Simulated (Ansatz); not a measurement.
Wanted: the native input for an Ansatz 0.2.0 run.

* Task: band structure
* Functional: HSE06
* Potentials or basis: Ansatz PAW
* Cutoff: 420 eV (not typed: the program's choice for these potentials)
* k mesh: 8 × 8 × 2
* Occupations: fermi-dirac, width 0.05 eV
* Spin: collinear spin, ferromagnetic start
* Starting moments: [4.0, 4.0, 0.0, 0.0, 0.0, 0.0] μB
* Path: [["G", "M", "K", "G", "A", "L", "H", "A"], ["L", "M"], ["K", "H"]]
* Points for each segment of the path: 4

Crystal: MnO2.

```xyz
6
Lattice="2.8550 0.0000 0.0000 -1.4275 2.4725 0.0000 0.0000 0.0000 10.2217" Properties=species:S:1:pos:R:3 pbc="T T T"
Mn    0.0000    0.0000    5.1109
Mn    0.0000    0.0000    0.0000
O     1.4275    0.8242    4.1588
O     1.4275    0.8242    0.9521
O     0.0000    1.6483    6.0630
O     0.0000    1.6483    9.2697
```

Measurements of this composition are mostly on another form, of space group No. 136.

These files were run (other wordings do the same):

input

```
crystal:
  lattice:
    - [2.8549554371, 0.0, 0.0]
    - [-1.4274777185, 2.4724639352, 0.0]
    - [0.0, 0.0, 10.2217427273]
  atoms:
    - { symbol: Mn, position: [0.0, 0.0, 0.5], spin: 4.0 }
    - { symbol: Mn, position: [0.0, 0.0, 0.0], spin: 4.0 }
    - { symbol: O, position: [0.6666666667, 0.3333333333, 0.40685645] }
    - { symbol: O, position: [0.6666666667, 0.3333333333, 0.09314355] }
    - { symbol: O, position: [0.3333333333, 0.6666666667, 0.59314355] }
    - { symbol: O, position: [0.3333333333, 0.6666666667, 0.90685645] }
hamiltonian:
  xc: hse06
  pseudopotentials: { kind: paw }
magnetization:
  spin_polarized: true
kpoints:
  mp_grid: { grid: [8, 8, 2] }
  band_path:
    path:
      - [[0.0, 0.0, 0.0], [0.5, 0.0, 0.0], [0.3333333333, 0.3333333333, 0.0], [0.0, 0.0, 0.0], [0.0, 0.0, 0.5], [0.5, 0.0, 0.5], [0.3333333333, 0.3333333333, 0.5], [0.0, 0.0, 0.5]]
      - [[0.5, 0.0, 0.5], [0.5, 0.0, 0.0]]
      - [[0.3333333333, 0.3333333333, 0.0], [0.3333333333, 0.3333333333, 0.5]]
    npoints: 4
scf:
  occupations: { method: fermi_dirac, width: 0.05 }
  n_extra_bands: 15
output:
  forces: true
  stress: true
  eigenvalues: true
  fatbands: false
```

It gave:

```yaml
Pressure: -3.2 GPa
Largest_force: 0.445 eV/Å
Band_gap_on_the_k_mesh: 3.62 eV, indirect (least direct gap 3.67 eV)
Band_gap_along_the_path: 3.60 eV, indirect (least direct gap 3.67 eV)
Net_moment: 6.00 μB per cell
Absolute_moment: 6.52 μB per cell
Site_moments: Mn +2.69; O -0.03 μB
```

Caveat: the magnetic or orbital state may not be the lowest; the pressure holds a Pulay correction of +0.5 GPa for the finite cutoff; only a ferromagnetic start was run, and an antiferromagnetic order may lie lower in energy; the PAW data sets come from PBE, with cores solved anew for the run's functional, which leaves a small shift of forces and pressure; the thresholds are loose for stress.

Wall time 2.9 min on 1 × NVIDIA H100 80GB HBM3 with 2 threads of AMD EPYC 7R13 Processor (Zen 3), with other jobs on the host, peak memory 2.9 GiB.
